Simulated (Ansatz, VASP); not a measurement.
**Ge in VASP and in Ansatz**

The input INCAR:

```
PREC = Accurate
ENCUT = 520
EDIFF = 1E-7
ISMEAR = 0
SIGMA = 0.1
LREAL = F
LASPH = T
NELM = 100
ALGO = Normal
ISIF = 2
LWAVE = F
LCHARG = F
GGA = PE
NBANDS = 21
```

Contents of KPOINTS:

```
regular mesh
0
Gamma
  6 6 4
```

The input POSCAR:

```
Ge
1.0
    1.4880529250     -2.5946896100      0.0000000000
    1.4880529250      2.5946896100      0.0000000000
    0.0000000000      0.0000000000      4.7275957900
Ge
2
Direct
    0.6665533700      0.3334466300      0.2500000000
    0.3334466300      0.6665533700      0.7500000000
```

Input for Ansatz:

```yaml
crystal:
  lattice:
    - [1.488052925, -2.59468961, 0.0]
    - [1.488052925, 2.59468961, 0.0]
    - [0.0, 0.0, 4.72759579]
  atoms:
    - { symbol: Ge, position: [0.66655337, 0.33344663, 0.25] }
    - { symbol: Ge, position: [0.33344663, 0.66655337, 0.75] }
basis:
  ecutwfc: 420
kpoints:
  mp_grid: { grid: [6, 6, 4] }
hamiltonian:
  xc: pbe
scf:
  occupations: { method: gaussian, width: 0.1 }
output:
  forces: true
  stress: true
  eigenvalues: true
```

This isn't the form of Ge at room conditions, which is diamond.

Alike in both runs: task single point; functional PBE; k mesh 6 × 6 × 4; occupations gaussian, width 0.1 eV; no spin polarisation.

```csv
,VASP,Ansatz
version,VASP 6.6.1,Ansatz 0.2.0
potentials or method,"VASP PAW PBE potentials, release 64 (Ge_d)","scalar-relativistic, plane waves, PAW"
plane-wave cutoff (eV),520,420
valence electrons in the cell,28,28
```

```tsv
	VASP	Ansatz	Ansatz less VASP
gap on the k mesh at the Fermi level (eV)	none	none	-
pressure (GPa)	3.2	3.2	-0.03
largest component of the traceless stress (GPa)	4.07	4.07	-0.001
```

A gap of «none» marks a metal or a gap that the smearing closes. The functional is the same, so the differences come from potentials, cutoffs and numerics.

Caveats: the k mesh is coarse (spacing up to 0.41 Å⁻¹), so the values aren't converged.
